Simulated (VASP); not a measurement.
# SnSe in VASP: single point with HSE06

Aim: the single point of SnSe with HSE06.

All numbers are computed with VASP 6.6.1; they aren't measurements. Logs are shortened: lines on timing, memory, paths and dates and some standing lists are left out, and cuts for length are marked.

## (1) Starting point

The cell holds a slab with vacuum, 4 atoms: a = 4.234 Å, b = 4.234 Å, c = 11.004 Å, α = 90.00°, β = 90.00°, γ = 90.00°.

## (2) Single point, HSE06

The input, POSCAR:

```
SnSe
1.0
    4.2336300000      0.0000000000      0.0000000000
    0.0000000000      4.2336300000      0.0000000000
    0.0000000000      0.0000000000     11.0038100000
Sn Se
2 2
Direct
    0.5000000000      0.0000000000      0.3783800000
    0.0000000000      0.5000000000      0.6216200000
    0.5000000000      0.0000000000      0.6232000000
    0.0000000000      0.5000000000      0.3768000000
```

The input, INCAR.step1:

```
SYSTEM = SnSe
PREC = Accurate
ENCUT = 520
EDIFF = 1E-5
ISMEAR = 0
SIGMA = 0.02
LREAL = .False.
LASPH = .True.
NELM = 80
ALGO = Normal
ISIF = 2
LWAVE = .True.
LCHARG = .False.
NBANDS = 28
GGA = PE
```

The input, INCAR.step2:

```
SYSTEM = SnSe
PREC = Accurate
ENCUT = 520
EDIFF = 1E-7
ISMEAR = 0
SIGMA = 0.02
LREAL = .False.
LASPH = .True.
NELM = 80
ALGO = Normal
ISIF = 2
LWAVE = .False.
LCHARG = .False.
GGA = PE
LHFCALC = .True.
HFSCREEN = 0.2
PRECFOCK = Fast
NBANDS = 28
ISTART = 1
```

The input, KPOINTS:

```
regular mesh
0
Gamma
  4 4 2
  0 0 0
```

Potentials or basis: VASP PAW PBE potentials, release 64 (Sn_d, Se).

Command:

```bash
cat potpaw_PBE.64/Sn_d/POTCAR potpaw_PBE.64/Se/POTCAR > POTCAR
cp INCAR.step1 INCAR
mpirun -np 1 vasp_std > vasp.out
cp INCAR.step2 INCAR
mpirun -np 1 vasp_std > vasp.out
```

OUTCAR:

```text
SYSTEM = SnSe
   PREC = Accurate
   ENCUT = 520
   EDIFF = 1E-7
   ISMEAR = 0
   LREAL = .False.
   LASPH = .True.
   NELM = 80
   ISIF = 2
   GGA = PE
   LHFCALC = .True.
   HFSCREEN = 0.2
   PRECFOCK = Fast
   ISTART = 1

 ion  position               nearest neighbor table
   1  0.500  0.000  0.378-   3 2.69   4 2.99   4 2.99   4 2.99   4 2.99
   2  0.000  0.500  0.622-   4 2.69   3 2.99   3 2.99   3 2.99   3 2.99
   3  0.500  0.000  0.623-   1 2.69   2 2.99   2 2.99   2 2.99   2 2.99
   4  0.000  0.500  0.377-   2 2.69   1 2.99   1 2.99   1 2.99   1 2.99

  LATTYP: Found a simple tetragonal cell.
 ALAT       =     4.2336300000
 C/A-ratio  =     2.5991430522

  Lattice vectors:

 A1 = (   4.2336300000,   0.0000000000,   0.0000000000)
 A2 = (   0.0000000000,   4.2336300000,   0.0000000000)
 A3 = (   0.0000000000,   0.0000000000,  11.0038100000)

Analysis of symmetry for initial positions (statically):
=====================================================================
 Subroutine PRICEL returns:
 Original cell was already a primitive cell.

 Routine SETGRP: Setting up the symmetry group for a
 simple tetragonal supercell.

 Subroutine GETGRP returns: Found 16 space group operations
 (whereof  8 operations were pure point group operations)
 out of a pool of 16 trial point group operations.

The static configuration has the point symmetry D_2d.
 The point group associated with its full space group is D_4h.

Analysis of symmetry for dynamics (positions and initial velocities):
=====================================================================
 Subroutine PRICEL returns:
 Original cell was already a primitive cell.

 Routine SETGRP: Setting up the symmetry group for a
 simple tetragonal supercell.

 Subroutine GETGRP returns: Found 16 space group operations
 (whereof  8 operations were pure point group operations)
 out of a pool of 16 trial point group operations.

The dynamic configuration has the point symmetry D_2d.
 The point group associated with its full space group is D_4h.

 Subroutine INISYM returns: Found 16 space group operations
 (whereof  8 operations are pure point group operations),
 and found     1 'primitive' translations

----------------------------------------------------------------------------------------

                                     Primitive cell

  volume of cell :     197.2281

  direct lattice vectors                    reciprocal lattice vectors
     4.233630000  0.000000000  0.000000000     0.236203920  0.000000000  0.000000000
     0.000000000  4.233630000  0.000000000     0.000000000  0.236203920  0.000000000
     0.000000000  0.000000000 11.003810000     0.000000000  0.000000000  0.090877614

  length of vectors
     4.233630000  4.233630000 11.003810000     0.236203920  0.236203920  0.090877614

  position of ions in fractional coordinates (direct lattice)
     0.500000000  0.000000000  0.378380000
     0.000000000  0.500000000  0.621620000
     0.500000000  0.000000000  0.623200000
     0.000000000  0.500000000  0.376800000

  ion indices of the primitive-cell ions
   primitive index   ion index
                 1           1
                 2           2
                 3           3
                 4           4

----------------------------------------------------------------------------------------

 KPOINTS: regular mesh

Automatic generation of k-mesh.
 Grid dimensions read from file:
 generate k-points for:    4    4    2

 Generating k-lattice:

  Cartesian coordinates                     Fractional coordinates (reciprocal lattice)
     0.059050980  0.000000000  0.000000000     0.250000000  0.000000000  0.000000000
     0.000000000  0.059050980  0.000000000     0.000000000  0.250000000  0.000000000
     0.000000000  0.000000000  0.045438807     0.000000000  0.000000000  0.500000000

  Length of vectors
     0.059050980  0.059050980  0.045438807

  Shift w.r.t. Gamma in fractional coordinates (k-lattice)
     0.000000000  0.000000000  0.000000000

 Subroutine IBZKPT returns following result:
 ===========================================

 Found     12 irreducible k-points:

 Following reciprocal coordinates:
            Coordinates               Weight
  0.000000  0.000000  0.000000      1.000000
  0.250000  0.000000  0.000000      4.000000
  0.500000  0.000000  0.000000      2.000000
  0.250000  0.250000  0.000000      4.000000
  0.500000  0.250000  0.000000      4.000000
  0.500000  0.500000  0.000000      1.000000
  0.000000  0.000000  0.500000      1.000000
  0.250000  0.000000  0.500000      4.000000
  0.500000  0.000000  0.500000      2.000000
  0.250000  0.250000  0.500000      4.000000
  0.500000  0.250000  0.500000      4.000000
  0.500000  0.500000  0.500000      1.000000
   k-points           NKPTS =     12   k-points in BZ     NKDIM =     32   number of bands    NBANDS=     28
   number of dos      NEDOS =    301   number of ions     NIONS =      4
   total plane-waves  NPLWV =  86016
   dimension x,y,z NGX =    32 NGY =   32 NGZ =   84
   dimension x,y,z NGXF=    64 NGYF=   64 NGZF=  168
   ions per type =               2   2
   NGX,Y,Z   is equivalent  to a cutoff of  12.57, 12.57, 12.69 a.u.
   NGXF,Y,Z  is equivalent  to a cutoff of  25.13, 25.13, 25.38 a.u.
 SYSTEM =  SnSe
   PREC   = accura    normal or accurate (medium, high low for compatibility)
   ISTART =      1    job   : 0-new  1-cont  2-samecut
   ICHARG =      0    charge: 1-file 2-atom 10-const
   ISPIN  =      1    spin polarized calculation?
   LNONCOLLINEAR =      F non collinear calculations
   LSORBIT =      F    spin-orbit coupling
   LASPH  =      T    aspherical Exc in radial PAW
   ENCUT  =  520.0 eV  38.22 Ry    6.18 a.u.   7.87  7.87 20.46*2*pi/ulx,y,z
   NELM   =     80;   NELMIN=  2; NELMDL=  0     # of ELM steps
   EDIFF  = 0.1E-06   stopping-criterion for ELM
   LREAL  =      F    real-space projection
   EDIFFG = 0.1E-05   stopping-criterion for IOM
   NSW    =      0    number of steps for IOM
   IBRION =     -1    ionic relax: 0-MD 1-quasi-New 2-CG
   NFREE  =      0    steps in history (QN), initial steepest desc. (CG)
   ISIF   =      2    stress and relaxation
   ISYM   =      3    0-nonsym 1-usesym 2-fastsym
   POTIM  = 0.5000    time-step for ionic-motion
   TEBEG  =    0.0;   TEEND  =   0.0 temperature during run
   PSTRESS=    0.0 pullay stress
   NELECT =      40.0000    total number of electrons
   NUPDOWN=      -1.0000    fix difference up-down
   EMIN   =  10.00;   EMAX   =-10.00  energy-range for DOS
   EFERMI =   0.00;   METHOD = LEGACY
   ISMEAR =     0;   SIGMA  =   0.02  broadening in eV -4-tet -1-fermi 0-gaus
   EFERMI_NEDOS =   21; number of points for ismear=-14 and -15
   IALGO  =     38    algorithm
   IMIX   =      1    mixing-type and parameters
     AMIX     =   0.40;   BMIX     =  1.00
     AMIX_MAG =   1.60;   BMIX_MAG =  1.00
  volume/ion in A,a.u.               =      49.31       332.74
  Fermi-wavevector in a.u.,A,eV,Ry     =   0.961845  1.817624 12.587379  0.925146
  Thomas-Fermi vector in A             =   2.091253
   LORBIT       =      0    0 simple, 1 ext, 2 COOP (PROOUT), +10 PAW based schemes
   GGA     = PE    functional components
   LHFCALC =     T    Hartree Fock is set to
   PRECFOCK=fast      Normal, Fast or Accurate (Low or Medium for compatibility)
   ENCUT4O =  -1.0   cutoff for four orbital integrals eV
   NKREDX  =     1    reduce k-point grid by
   NKREDY  =     1    reduce k-point grid by
   NKREDZ  =     1    reduce k-point grid by
   AEXX    =    0.2500 exact exchange contribution
   HFSCREEN=    0.2000 screening length (either q_TF or 0.3 A-1)
   HFSCREENC=   0.2000 screening length for correlation (either q_TF or 0.3 A-1)
   ENCUTFOCK=  -1.0 apply spherical cutoff to Coloumb kernel
   IVDW    =     0    specifies the selected vdW correction
   LEPSILON=     F    determine dielectric tensor
   LRPA    =     F    only Hartree local field effects (RPA)
 non-spin polarized calculation
 Gauss-broadening in eV      SIGMA  =   0.02
  energy-cutoff  :      520.00
  volume of cell :      197.23
 maximum number of plane-waves:      5340
 NGX is ok and might be reduce to    32
  NGX = 18; NGY = 18; NGZ = 48

 number of electron      40.0000009 magnetization

 Free energy of the ion-electron system (eV)
  ---------------------------------------------------
  ext. energy  EPLUGINS =         0.00000000
  ---------------------------------------------------
  free energy    TOTEN  =       -19.49037743 eV

  energy without entropy =      -19.49037743  energy(sigma->0) =      -19.49037743

 E-fermi :   0.6673     XC(G=0):  -5.1395

 val. band max:        0.5670367632   @ k =   0.5000   0.0000   0.0000
 cond. band min:       2.4992313289   @ k =   0.5000   0.0000   0.0000
 fundamental gap:      1.9321945656
 Fermi energy:         0.6672991844

 k-point     1 :       0.0000    0.0000    0.0000
  band No.  band energies     occupation
      1     -22.7945      2.00000
      2     -22.7944      2.00000
      3     -22.7943      2.00000
      4     -22.7866      2.00000
      5     -22.7845      2.00000
      6     -22.7561      2.00000
[... 20 lines left out ...]
     27       6.7902      0.00000
     28       7.1191      0.00000

 k-point     2 :       0.2500    0.0000    0.0000
  band No.  band energies     occupation
      1     -22.7989      2.00000
      2     -22.7924      2.00000
      3     -22.7904      2.00000
      4     -22.7830      2.00000
      5     -22.7826      2.00000
      6     -22.7573      2.00000
[... 20 lines left out ...]
     27       5.9716      0.00000
     28       7.0702      0.00000

 k-point     3 :       0.5000    0.0000    0.0000
  band No.  band energies     occupation
      1     -22.8015      2.00000
      2     -22.8015      2.00000
      3     -22.7833      2.00000
      4     -22.7833      2.00000
      5     -22.7646      2.00000
      6     -22.7646      2.00000
[... 244 lines left out ...]
      3     -22.7750      2.00000
      4     -22.7750      2.00000
      5     -22.7607      2.00000
      6     -22.7607      2.00000
[... 20 lines left out ...]
     27       6.8389      0.00000
     28       6.8389      0.00000

 k-point    12 :       0.5000    0.5000    0.5000
  band No.  band energies     occupation
      1     -22.8228      2.00000
      2     -22.8228      2.00000
      3     -22.7682      2.00000
      4     -22.7682      2.00000
      5     -22.7566      2.00000
      6     -22.7566      2.00000
[... 20 lines left out ...]
     27       8.0345      0.00000
     28       8.0345      0.00000

------------------------ aborting loop because EDIFF is reached ----------------------------------------

  FORCE on cell =-STRESS in cart. coord.  units (eV):
  Direction    XX          YY          ZZ          XY          YZ          ZX
  --------------------------------------------------------------------------------------
  -------------------------------------------------------------------------------------
  Total        1.0931843      1.0931843     -0.5578020      0.0000000      0.0000000      0.0000000
  in kB        8.8804519      8.8804519     -4.5312889      0.0000000      0.0000000      0.0000000
  external PRESSURE =       4.4098716 kB  Pullay stress =       0.0000000 kB

 VOLUME and BASIS-vectors are now :
 -----------------------------------------------------------------------------
  energy-cutoff  :      520.00
  volume of cell :      197.23
      direct lattice vectors                 reciprocal lattice vectors
     4.233630000  0.000000000  0.000000000     0.236203920  0.000000000  0.000000000
     0.000000000  4.233630000  0.000000000     0.000000000  0.236203920  0.000000000
     0.000000000  0.000000000 11.003810000     0.000000000  0.000000000  0.090877614

 POSITION                                       TOTAL-FORCE (eV/Angst)
 -----------------------------------------------------------------------------------
      2.11681      0.00000      4.16362         0.000000     -0.000000     -0.004976
      0.00000      2.11681      6.84019         0.000000      0.000000      0.004976
      2.11681      0.00000      6.85757         0.000000      0.000000     -0.199900
      0.00000      2.11681      4.14624         0.000000      0.000000      0.199900
 -----------------------------------------------------------------------------------
    total drift:                               -0.000000      0.000000     -0.000000

  FREE ENERGIE OF THE ION-ELECTRON SYSTEM (eV)
  ---------------------------------------------------
  free  energy   TOTEN  =       -19.4903774266 eV

  energy  without entropy=      -19.4903774266  energy(sigma->0) =      -19.49037743
```

It took 34 min on 1 thread of Intel Xeon Platinum 8488C (Sapphire Rapids), shared host; peak memory 0.43 GiB.

Results:

```
Free energy            : -19.4904 eV
Largest force          : 0.200 eV/Å
Band gap on the k mesh : 1.93 eV, direct
```

Forces in eV/Å, atoms in the order of the input:
```
Sn   0.000  0.000 -0.005
Sn   0.000  0.000  0.005
Se   0.000  0.000 -0.200
Se   0.000  0.000  0.200
```

Levels at points of the mesh, in eV from the valence-band top:
```csv
k point,band 17,band 18,band 19,band 20,band 21,band 22,band 23,band 24
"(0.00, 0.00, 0.00)",-3.61,-2.25,-2.25,-0.78,2.27,4.04,4.16,5.50
"(0.50, 0.00, 0.00)",-1.94,-1.94,0.00,0.00,1.93,1.93,2.52,2.52
"(0.50, 0.50, 0.00)",-3.97,-3.97,-2.09,-2.09,4.28,4.28,5.09,5.09
"(0.00, 0.00, 0.50)",-3.61,-2.25,-2.25,-0.79,2.07,4.16,5.22,5.44
"(0.50, 0.00, 0.50)",-1.94,-1.94,0.00,0.00,1.93,1.93,2.52,2.52
"(0.50, 0.50, 0.50)",-3.97,-3.97,-2.09,-2.09,4.23,4.23,5.14,5.14
```

Caveat: the PAW data sets were made with another functional, which shifts forces and pressure a little; spin-orbit coupling is left out, which moves the levels of the heavy elements.
